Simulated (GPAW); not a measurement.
Cl:

```
Cl
1.0
     3.14500   -2.25000    0.00000
     3.14500    2.25000    0.00000
     0.00000    0.00000    8.21000
Cl
4
Direct
  0.37000 0.63000 0.40000
  0.13000 0.87000 0.90000
  0.63000 0.37000 0.60000
  0.87000 0.13000 0.10000
```

* Program: GPAW 26.7.0
* Task: relaxation of cell and atoms
* Functional: PBE
* Dispersion: D3(BJ)
* Potentials or basis: GPAW PAW data sets (gpaw-data 1.2.1)
* Cutoff: 600 eV
* Basis: pw
* k mesh: 5 × 5 × 3
* Occupations: fermi-dirac, width 0.05 eV
* Spin: no spin polarisation

At the start: pressure -0.4 GPa; volume 29.05 Å³/atom.

Problem. Where does the relaxation end?

Solution. Over 14 steps the energy falls by 11.5 meV/atom and the volume is 26.27 Å³/atom (-9.6 %); space group Cmce (No. 64, to 0.05 Å).

The path:
```csv
step,energy change (eV),largest force (eV/Å),pressure (GPa),volume (Å³)
1,0.0000,0.1460,-0.37,116.19
2,-0.0015,0.1153,-0.45,116.11
3,-0.0088,0.1724,-0.89,115.17
4,-0.0143,0.2638,-1.06,114.07
5,-0.0245,0.3564,-1.11,111.17
6,-0.0309,0.2821,-0.79,109.54
7,-0.0366,0.0632,-0.17,108.63
8,-0.0372,0.0448,-0.06,108.76
9,-0.0375,0.0529,-0.03,108.73
10,-0.0396,0.1368,0.17,108.29
11,-0.0420,0.1927,0.32,107.39
12,-0.0444,0.1783,0.40,105.88
13,-0.0456,0.0886,0.28,105.19
14,-0.0461,0.0167,0.12,105.06
```

Final structure:
```cif
data_structure
_symmetry_space_group_name_H-M 'P 1'
_symmetry_Int_Tables_number 1
_cell_length_a 3.8212
_cell_length_b 3.8212
_cell_length_c 7.8551
_cell_angle_alpha 89.999
_cell_angle_beta 90.001
_cell_angle_gamma 66.352
_cell_volume 105.06
loop_
_atom_site_label
_atom_site_type_symbol
_atom_site_fract_x
_atom_site_fract_y
_atom_site_fract_z
_atom_site_occupancy
Cl1 Cl 0.36781 0.63219 0.39107 1
Cl2 Cl 0.13220 0.86780 0.89111 1
Cl3 Cl 0.63219 0.36781 0.60893 1
Cl4 Cl 0.86780 0.13220 0.10889 1
```

Caveat: later steps reuse the first step's grids.
